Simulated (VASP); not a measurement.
# Li (Im-3m) in VASP: further runs

One crystal, Li, is run at these levels: PBEsol, LDA; tasks: relaxation of cell and atoms.

Everything below comes from runs of VASP 6.6.1. Logs are shortened: lines on timing, memory, paths and dates and some standing lists are left out, and cuts for length are marked.

### 1 Starting point

Symmetry: Im-3m, No. 229, cubic system. Conventional cell: a = 3.419 Å, b = 3.419 Å, c = 3.419 Å, α = 90.00°, β = 90.00°, γ = 90.00°. Li (site symmetry m-3m) is surrounded by 8 Li at 2.96 Å.

### 2 Relaxation of cell and atoms, PBEsol

File INCAR:

```
PREC = Accurate
ENCUT = 600
EDIFF = 1E-7
ISMEAR = 1
SIGMA = 0.1
LREAL = F
LASPH = T
NELM = 80
ALGO = Normal
ISIF = 3
LWAVE = F
LCHARG = F
GGA = PS
IBRION = 2
NSW = 90
EDIFFG = -0.005
```

File KPOINTS:

```
Automatic mesh
0
Gamma
  16 16 16
```

File POSCAR:

```
Li                                      
1.0
   -1.7097068469      1.7097068469      1.7097068469
    1.7097068469     -1.7097068469      1.7097068469
    1.7097068469      1.7097068469     -1.7097068469
  Li            
     1
Direct
     0.0000000000000000    1.0000000000000000    1.0000000000000000
```

Potentials or basis: VASP PAW PBE potentials, release 64 (Li_sv).

Run with:

```bash
cat potpaw_PBE.64/Li_sv/POTCAR > POTCAR
mpirun -np 1 vasp_std > vasp.out
```

OUTCAR:

```text
PREC = Accurate
   ENCUT = 600
   EDIFF = 1E-7
   ISMEAR = 1
   LREAL = F
   LASPH = T
   NELM = 80
   ISIF = 3
   GGA = PS
   IBRION = 2
   NSW = 90
   EDIFFG = -0.005

 ion  position               nearest neighbor table
   1  0.000  0.000  0.000-

  LATTYP: Found a body centered cubic cell.
 ALAT       =     3.4194136938

  Lattice vectors:

 A1 = (  -1.7097068469,   1.7097068469,   1.7097068469)
 A2 = (   1.7097068469,  -1.7097068469,   1.7097068469)
 A3 = (   1.7097068469,   1.7097068469,  -1.7097068469)

Analysis of symmetry for initial positions (statically):
=====================================================================
 Subroutine PRICEL returns:
 Original cell was already a primitive cell.

 Routine SETGRP: Setting up the symmetry group for a
 body centered cubic supercell.

 Subroutine GETGRP returns: Found 48 space group operations
 (whereof 48 operations were pure point group operations)
 out of a pool of 48 trial point group operations.

The static configuration has the point symmetry O_h .

Analysis of symmetry for dynamics (positions and initial velocities):
=====================================================================
 Subroutine PRICEL returns:
 Original cell was already a primitive cell.

 Routine SETGRP: Setting up the symmetry group for a
 body centered cubic supercell.

 Subroutine GETGRP returns: Found 48 space group operations
 (whereof 48 operations were pure point group operations)
 out of a pool of 48 trial point group operations.

The dynamic configuration has the point symmetry O_h .

 Subroutine INISYM returns: Found 48 space group operations
 (whereof 48 operations are pure point group operations),
 and found     1 'primitive' translations

----------------------------------------------------------------------------------------

                                     Primitive cell

  volume of cell :      19.9906

  direct lattice vectors                    reciprocal lattice vectors
    -1.709706847  1.709706847  1.709706847     0.000000000  0.292447796  0.292447796
     1.709706847 -1.709706847  1.709706847     0.292447796  0.000000000  0.292447796
     1.709706847  1.709706847 -1.709706847     0.292447796  0.292447796  0.000000000

  length of vectors
     2.961299125  2.961299125  2.961299125     0.413583640  0.413583640  0.413583640

  position of ions in fractional coordinates (direct lattice)
[... 90 lines left out ...]
   EMIN   =  10.00;   EMAX   =-10.00  energy-range for DOS
   EFERMI =   0.00;   METHOD = LEGACY
   ISMEAR =     1;   SIGMA  =   0.10  broadening in eV -4-tet -1-fermi 0-gaus
   EFERMI_NEDOS =   21; number of points for ismear=-14 and -15
   IALGO  =     38    algorithm
   IMIX   =      4    mixing-type and parameters
     AMIX     =   0.40;   BMIX     =  1.00
     AMIX_MAG =   1.60;   BMIX_MAG =  1.00
  volume/ion in A,a.u.               =      19.99       134.90
  Fermi-wavevector in a.u.,A,eV,Ry     =   0.869975  1.644015 10.297666  0.756857
  Thomas-Fermi vector in A             =   1.988874
   LORBIT       =      0    0 simple, 1 ext, 2 COOP (PROOUT), +10 PAW based schemes
   GGA     = PS    functional components
   LHFCALC =     F    Hartree Fock is set to
   AEXX    =    0.0000 exact exchange contribution
   IVDW    =     0    specifies the selected vdW correction
   LEPSILON=     F    determine dielectric tensor
   LRPA    =     F    only Hartree local field effects (RPA)
 conjugate gradient relaxation of ions
 non-spin polarized calculation
 Methfessel and Paxton  Order N= 1 SIGMA  =   0.10
  energy-cutoff  :      600.00
  volume of cell :       19.99
 maximum number of plane-waves:       682
   NGX = 11   NGY = 11   NGZ = 11

--------------------------------------- Ionic step        1  -------------------------------------------

 number of electron       3.0000004 magnetization

 Free energy of the ion-electron system (eV)
  ---------------------------------------------------
  ext. energy  EPLUGINS =         0.00000000
  ---------------------------------------------------
  free energy    TOTEN  =        -1.96593127 eV

  energy without entropy =       -1.96537773  energy(sigma->0) =       -1.96574676

------------------------ aborting loop because EDIFF is reached ----------------------------------------

  FORCE on cell =-STRESS in cart. coord.  units (eV):
  Direction    XX          YY          ZZ          XY          YZ          ZX
  --------------------------------------------------------------------------------------
  -------------------------------------------------------------------------------------
  Total        0.0066931      0.0066931      0.0066931      0.0000000      0.0000000     -0.0000000
  in kB        0.5364308      0.5364308      0.5364308      0.0000000      0.0000000     -0.0000000
  external PRESSURE =       0.5364308 kB  Pullay stress =       0.0000000 kB
[... 57 lines left out ...]
--------------------------------------- Ionic step        3  -------------------------------------------

 number of electron       3.0000003 magnetization

 Free energy of the ion-electron system (eV)
  ---------------------------------------------------
  ext. energy  EPLUGINS =         0.00000000
  ---------------------------------------------------
  free energy    TOTEN  =        -1.96594505 eV

  energy without entropy =       -1.96539206  energy(sigma->0) =       -1.96576072

 E-fermi :   0.6473     XC(G=0):  -7.0427

 val. band max:        0.6265438089   @ k =   0.2500   0.2500   0.0000
 cond. band min:       0.6596270032   @ k =   0.3750   0.0625   0.0625
 fundamental gap:      0.0330831944
 Fermi energy:         0.6472589247

 k-point     1 :       0.0000    0.0000    0.0000
  band No.  band energies     occupation
      1     -45.2374      2.00000
      2      -2.9150      2.00000
      3      15.3872      0.00000
      4      15.3872      0.00000
      5      15.3873      0.00000
[... 177 lines left out ...]
 k-point    24 :       0.2500    0.1875    0.0000
  band No.  band energies     occupation
      1     -45.2184      2.00000
      2      -0.1755      2.00000
      3       6.6862      0.00000
      4       8.9292      0.00000
      5      11.9177      0.00000

 [... further k-points ...]

------------------------ aborting loop because EDIFF is reached ----------------------------------------

  FORCE on cell =-STRESS in cart. coord.  units (eV):
  Direction    XX          YY          ZZ          XY          YZ          ZX
  --------------------------------------------------------------------------------------
  -------------------------------------------------------------------------------------
  Total        0.0001952      0.0001952      0.0001952     -0.0000000     -0.0000000      0.0000000
  in kB        0.0155810      0.0155810      0.0155810     -0.0000000     -0.0000000      0.0000000
  external PRESSURE =       0.0155810 kB  Pullay stress =       0.0000000 kB
[... 16 lines left out ...]
  FREE ENERGIE OF THE ION-ELECTRON SYSTEM (eV)
  ---------------------------------------------------
  free  energy   TOTEN  =        -1.9659450540 eV

  energy  without entropy=       -1.9653920612  energy(sigma->0) =       -1.96576072

 reached required accuracy - stopping structural energy minimisation
```

OSZICAR:

```text
N       E                     dE             d eps       ncg     rms          rms(c)
DAV:   1     0.723725436752E+00    0.72373E+00   -0.74720E+02  1470   0.441E+02
DAV:   2    -0.181561529824E+01   -0.25393E+01   -0.24444E+01  2015   0.614E+01
DAV:   3    -0.196449070061E+01   -0.14888E+00   -0.14882E+00  1830   0.107E+01
[... 19 lines left out ...]
DAV:   3    -0.196594558692E+01    0.83045E-05   -0.24663E-05  2615   0.354E-02    0.103E-02
DAV:   4    -0.196594543566E+01    0.15125E-06   -0.21253E-06  2275   0.145E-02    0.108E-03
DAV:   5    -0.196594516556E+01    0.27011E-06   -0.16865E-07  1145   0.426E-03    0.336E-04
DAV:   6    -0.196594502186E+01    0.14370E-06   -0.15617E-08   725   0.148E-03    0.453E-05
DAV:   7    -0.196594505398E+01   -0.32123E-07   -0.36991E-09   725   0.821E-04
   3 F= -.19659451E+01 E0= -.19657607E+01  d E =-.137838E-04
```

CONTCAR:

```text
Li
   1.00000000000000
    -1.7119150597601078    1.7119150597601078    1.7119150597601078
     1.7119150597601078   -1.7119150597601078    1.7119150597601078
     1.7119150597601078    1.7119150597601078   -1.7119150597601078
  Li
     1
Direct
     0.0000000000000000    0.0000000000000000    0.0000000000000000

  0.00000000E+00  0.00000000E+00  0.00000000E+00
```

Run time: 23 s. Hardware: 1 thread of AMD EPYC 7R13 (Zen 3), shared host; peak memory 0.11 GiB.

Results:

```
Free energy                            : -1.9659 eV
Relaxed volume                         : 20.07 Å³/atom
Relaxed cell                           : a = 2.965 Å, b = 2.965 Å, c = 2.965 Å, α = 109.47°, β = 109.47°, γ = 109.47°
Space group after relaxing (to 0.05 Å) : Im-3m (No. 229)
Energy gained by relaxing              : 0.0 meV/atom
Ionic steps                            : 3
Pressure after relaxing                : 0.0 GPa
Band gap on the k mesh                 : none (metal or under the smearing width)
```

Final structure:
```cif
data_structure
_symmetry_space_group_name_H-M 'P 1'
_symmetry_Int_Tables_number 1
_cell_length_a 2.9651
_cell_length_b 2.9651
_cell_length_c 2.9651
_cell_angle_alpha 109.471
_cell_angle_beta 109.471
_cell_angle_gamma 109.471
_cell_volume 20.07
loop_
_atom_site_label
_atom_site_type_symbol
_atom_site_fract_x
_atom_site_fract_y
_atom_site_fract_z
_atom_site_occupancy
Li1 Li 0.00000 0.00000 0.00000 1
```

Caveat: the cutoff is under 1.25 times the usual one of these potentials, so pressure, stress and relaxed cells hold a basis-set (Pulay) error; the PAW data sets were made with another functional, which shifts forces and pressure a little. Zero-point motion and thermal expansion aren't in these numbers.

### 3 Relaxation of cell and atoms, LDA

This run uses another cell than the first one, of 21.61 Å³/atom, 1.081 times its volume.

File INCAR:

```
ALGO     = Normal         # electronic algorithm
EDIFF    = 1E-6           # SCF threshold, eV
EDIFFG   = -0.01          # ionic threshold
ENCUT    = 600            # plane-wave cutoff, eV
IBRION   = 2              # ionic algorithm
ISIF     = 3              # what is computed and relaxed
ISMEAR   = 1              # smearing method
LASPH    = T              # aspherical terms in the spheres
LCHARG   = F              # write CHGCAR
LREAL    = F              # projectors in reciprocal space
LWAVE    = F              # write WAVECAR
NELM     = 80             # most SCF steps
NSW      = 90             # ionic steps
PREC     = Accurate       # precision mode
SIGMA    = 0.1            # smearing width, eV
```

File KPOINTS:

```
k-points
0
Gamma
  16 16 16
```

File POSCAR:

```
Li
1.0
   -1.7546500000      1.7546500000      1.7546500000
    1.7546500000     -1.7546500000      1.7546500000
    1.7546500000      1.7546500000     -1.7546500000
Li
1
Direct
    0.0000000000      0.0000000000      0.0000000000
```

Potentials or basis: VASP PAW LDA potentials, release 64 (Li_sv).

Run with:

```bash
cat potpaw_LDA.64/Li_sv/POTCAR > POTCAR
mpirun -np 1 vasp_std > vasp.out
```

OUTCAR:

```text
EDIFF = 1E-6
   EDIFFG = -0.01
   ENCUT = 600
   IBRION = 2
   ISIF = 3
   ISMEAR = 1
   LASPH = T
   LREAL = F
   NELM = 80
   NSW = 90
   PREC = Accurate

 ion  position               nearest neighbor table
   1  0.000  0.000  0.000-

  LATTYP: Found a body centered cubic cell.
 ALAT       =     3.5093000000

  Lattice vectors:

 A1 = (  -1.7546500000,   1.7546500000,   1.7546500000)
 A2 = (   1.7546500000,  -1.7546500000,   1.7546500000)
 A3 = (   1.7546500000,   1.7546500000,  -1.7546500000)

Analysis of symmetry for initial positions (statically):
=====================================================================
 Subroutine PRICEL returns:
 Original cell was already a primitive cell.

 Routine SETGRP: Setting up the symmetry group for a
 body centered cubic supercell.

 Subroutine GETGRP returns: Found 48 space group operations
 (whereof 48 operations were pure point group operations)
 out of a pool of 48 trial point group operations.

The static configuration has the point symmetry O_h .

Analysis of symmetry for dynamics (positions and initial velocities):
=====================================================================
 Subroutine PRICEL returns:
 Original cell was already a primitive cell.

 Routine SETGRP: Setting up the symmetry group for a
 body centered cubic supercell.

 Subroutine GETGRP returns: Found 48 space group operations
 (whereof 48 operations were pure point group operations)
 out of a pool of 48 trial point group operations.

The dynamic configuration has the point symmetry O_h .

 Subroutine INISYM returns: Found 48 space group operations
 (whereof 48 operations are pure point group operations),
 and found     1 'primitive' translations

----------------------------------------------------------------------------------------

                                     Primitive cell

  volume of cell :      21.6088
[... 118 lines left out ...]
 conjugate gradient relaxation of ions
 non-spin polarized calculation
 Methfessel and Paxton  Order N= 1 SIGMA  =   0.10
  energy-cutoff  :      600.00
  volume of cell :       21.61
 maximum number of plane-waves:       736
   NGX = 13   NGY = 13   NGZ = 13

--------------------------------------- Ionic step        1  -------------------------------------------

 number of electron       2.9999991 magnetization

 Free energy of the ion-electron system (eV)
  ---------------------------------------------------
  ext. energy  EPLUGINS =         0.00000000
  ---------------------------------------------------
  free energy    TOTEN  =        -2.03052941 eV

  energy without entropy =       -2.02997918  energy(sigma->0) =       -2.03034600

------------------------ aborting loop because EDIFF is reached ----------------------------------------

  FORCE on cell =-STRESS in cart. coord.  units (eV):
  Direction    XX          YY          ZZ          XY          YZ          ZX
  --------------------------------------------------------------------------------------
  -------------------------------------------------------------------------------------
  Total       -0.2254515     -0.2254515     -0.2254515      0.0000000     -0.0000000     -0.0000000
  in kB      -16.7159915    -16.7159915    -16.7159915      0.0000000     -0.0000000     -0.0000000
  external PRESSURE =     -16.7159915 kB  Pullay stress =       0.0000000 kB
[... 92 lines left out ...]
--------------------------------------- Ionic step        4  -------------------------------------------

 number of electron       3.0000005 magnetization

 Free energy of the ion-electron system (eV)
  ---------------------------------------------------
  ext. energy  EPLUGINS =         0.00000000
  ---------------------------------------------------
  free energy    TOTEN  =        -2.04719653 eV

  energy without entropy =       -2.04662832  energy(sigma->0) =       -2.04700713

 E-fermi :   0.8345     XC(G=0):  -7.3499

 val. band max:        0.8301707054   @ k =   0.3750   0.0625   0.0625
 cond. band min:       0.8481430193   @ k =   0.3125   0.1875   0.0000
 fundamental gap:      0.0179723139
 Fermi energy:         0.8345461317

 k-point     1 :       0.0000    0.0000    0.0000
  band No.  band energies     occupation
      1     -44.6559      2.00000
      2      -2.7607      2.00000
      3      16.0281      0.00000
      4      16.0281      0.00000
      5      16.0281      0.00000
[... 177 lines left out ...]
 k-point    24 :       0.2500    0.1875    0.0000
  band No.  band energies     occupation
      1     -44.6300      2.00000
      2       0.0046      2.00000
      3       7.1133      0.00000
      4       9.5162      0.00000
      5      12.5039      0.00000

 [... further k-points ...]

------------------------ aborting loop because EDIFF is reached ----------------------------------------

  FORCE on cell =-STRESS in cart. coord.  units (eV):
  Direction    XX          YY          ZZ          XY          YZ          ZX
  --------------------------------------------------------------------------------------
  -------------------------------------------------------------------------------------
  Total        0.0060772      0.0060772      0.0060772      0.0000000      0.0000000     -0.0000000
  in kB        0.5206154      0.5206154      0.5206154      0.0000000      0.0000000     -0.0000000
  external PRESSURE =       0.5206154 kB  Pullay stress =       0.0000000 kB
[... 16 lines left out ...]
  FREE ENERGIE OF THE ION-ELECTRON SYSTEM (eV)
  ---------------------------------------------------
  free  energy   TOTEN  =        -2.0471965349 eV

  energy  without entropy=       -2.0466283199  energy(sigma->0) =       -2.04700713

 reached required accuracy - stopping structural energy minimisation
```

It took 22 s on 1 thread of Intel Xeon Platinum 8259CL at 2.50GHz (Skylake/Cascade Lake), shared host; peak memory 0.13 GiB.

Results:

```yaml
Free_energy: -2.0472 eV
Relaxed_volume: 18.70 Å³/atom
Relaxed_cell: a = 2.896 Å, b = 2.896 Å, c = 2.896 Å, α = 109.47°, β = 109.47°, γ = 109.47°
Space_group_after_relaxing_to_0.05_Å: Im-3m (No. 229)
Energy_gained_by_relaxing: 16.7 meV/atom
Ionic_steps: 4
Pressure_after_relaxing: 0.1 GPa
Band_gap_on_the_k_mesh: none (metal or under the smearing width)
```

Step by step:
```tsv
step	energy change (eV)	largest force (eV/Å)	pressure (GPa)	volume (Å³)
1	0.0000	0.0000	-1.67	21.61
2	-0.0066	0.0000	-1.37	20.91
3	-0.0161	0.0000	-0.36	19.22
4	-0.0167	0.0000	0.05	18.70
```

Final structure:
```xyz
1
Lattice="-1.6722 1.6722 1.6722 1.6722 -1.6722 1.6722 1.6722 1.6722 -1.6722" Properties=species:S:1:pos:R:3 pbc="T T T"
Li    3.3443    0.0000    0.0000
```

Caveat: the cutoff is under 1.25 times the usual one of these potentials, so pressure, stress and relaxed cells hold a basis-set (Pulay) error; the volume moved by -13 % from the deposited cell, more than functionals usually miss. Zero-point motion and thermal expansion aren't in these numbers.

### 4 Relaxation of cell and atoms, LDA

This run uses another cell than the first one, of 18.70 Å³/atom, 0.936 times its volume.

INCAR, as its differences from that of step 3:

```diff
@@ -1,4 +1,4 @@
 ALGO     = Normal         # electronic algorithm
-EDIFF    = 1E-6           # SCF threshold, eV
-EDIFFG   = -0.01          # ionic threshold
+EDIFF    = 1E-7           # SCF threshold, eV
+EDIFFG   = -0.005         # ionic threshold
 ENCUT    = 600            # plane-wave cutoff, eV
```

KPOINTS is that of step 3.

File POSCAR:

```
Li                                      
1.0
   -1.6721674729      1.6721674729      1.6721674729
    1.6721674729     -1.6721674729      1.6721674729
    1.6721674729      1.6721674729     -1.6721674729
  Li            
     1
Direct
     0.0000000000000000    1.0000000000000000    1.0000000000000000
```

Run with:

```bash
cat potpaw_LDA.64/Li_sv/POTCAR > POTCAR
mpirun -np 1 vasp_std > vasp.out
```

Run time: 14 s. Hardware: 1 thread of Intel Xeon Platinum 8259CL at 2.50GHz (Skylake/Cascade Lake), shared host; peak memory 0.12 GiB.

Results (log left out):

```yaml
Free_energy: -2.0438 eV
Relaxed_volume: 18.84 Å³/atom
Relaxed_cell: a = 2.903 Å, b = 2.903 Å, c = 2.903 Å, α = 109.47°, β = 109.47°, γ = 109.47°
Space_group_after_relaxing_to_0.05_Å: Im-3m (No. 229)
Energy_gained_by_relaxing: 0.1 meV/atom
Ionic_steps: 3
Pressure_after_relaxing: 0.0 GPa
Band_gap_on_the_k_mesh: none (metal or under the smearing width)
```

Final structure:
```yaml
crystal:
  lattice:
    - [-1.67623, 1.67623, 1.67623]
    - [1.67623, -1.67623, 1.67623]
    - [1.67623, 1.67623, -1.67623]
  atoms:
    - { symbol: Li, position: [0.00000, 0.00000, 0.00000] }
```

Levels at points of the mesh, in eV from the Fermi level:
| k point | band 1 | band 2 | band 3 | band 4 | band 5 |
| --- | --- | --- | --- | --- | --- |
| (0.00, 0.00, 0.00) | -45.51 | -3.58 | 15.11 | 15.11 | 15.11 |
| (0.50, 0.00, 0.00) | -45.48 | 0.21 | 3.55 | 10.72 | 12.30 |
| (0.50, 0.50, 0.50) | -45.46 | 5.70 | 5.70 | 5.70 | 8.18 |

Caveat: the cutoff is under 1.25 times the usual one of these potentials, so pressure, stress and relaxed cells hold a basis-set (Pulay) error.
